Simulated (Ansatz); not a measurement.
## RbBr: from a trial structure to a relaxed crystal

These are results of DFT PBE, scalar-relativistic, plane waves, PAW (Ansatz), not measurements. Cutoff 420 eV, Γ-centred k mesh, Gaussian smearing, no spin polarisation in the final step.

The start puts RbBr on the sites of a reported SnS cell (Cmcm, No. 63), with Rb in place of Sn, Br in place of S, at a guessed volume.

```xyz
4
Lattice="2.4819 -6.8689 0.0000 2.4819 6.8689 0.0000 0.0000 0.0000 4.9985" Properties=species:S:1:pos:R:3 pbc="T T T"
Rb    2.4819   -5.2203    1.2496
Rb    2.4819    5.2203    3.7489
Br    2.4819   -2.0744    1.2496
Br    2.4819    2.0744    3.7489
```

Cell and atoms relax at zero pressure; the relaxation can't lower the symmetry of the start. After a coarse first stage the cell is made exact in the group found at 0.06 Å.

Formation energies are uncorrected and refer to the elements' standard structures at the same level.

**Question.** What does it relax into?

**Answer.** It keeps Cmcm (No. 63). Conventional cell: a = 4.463 Å, b = 13.254 Å, c = 5.428 Å. Rb has 5 Br at 3.47–3.51 Å, 2 Br at 3.87 Å, 2 Rb at 4.16 Å and 2 Rb at 4.46 Å (next Rb at 4.94 Å); Br has 5 Rb at 3.47–3.51 Å, 2 Rb at 3.87 Å, 2 Br at 4.17 Å and 2 Br at 4.46 Å (next Br at 4.93 Å).

```
Rb Br
1.0
     2.23157   -6.62681    0.00000
     2.23157    6.62681    0.00000
     0.00000    0.00000    5.42756
Rb Br
2 2
Direct
  0.88102 0.11898 0.25000
  0.11898 0.88102 0.75000
  0.61956 0.38044 0.25000
  0.38044 0.61956 0.75000
```

**Question.** What are its volume, energy, density and gap?

**Answer.** The volume per atom is 40.13 Å³ and the density is 3.42 g/cm³. The energy over the elements is -1.724 eV/atom. The gap on the 6×6×4 mesh is 3.98 eV.

The final run used a 6×6×4 mesh on its 4-atom cell and 0.02 eV smearing. A structure relaxed within its symmetry needn't be a true minimum.

Cost: 3 runs of about 1.3 core-minutes in all, on Arm Neoverse V2 (shared hosts).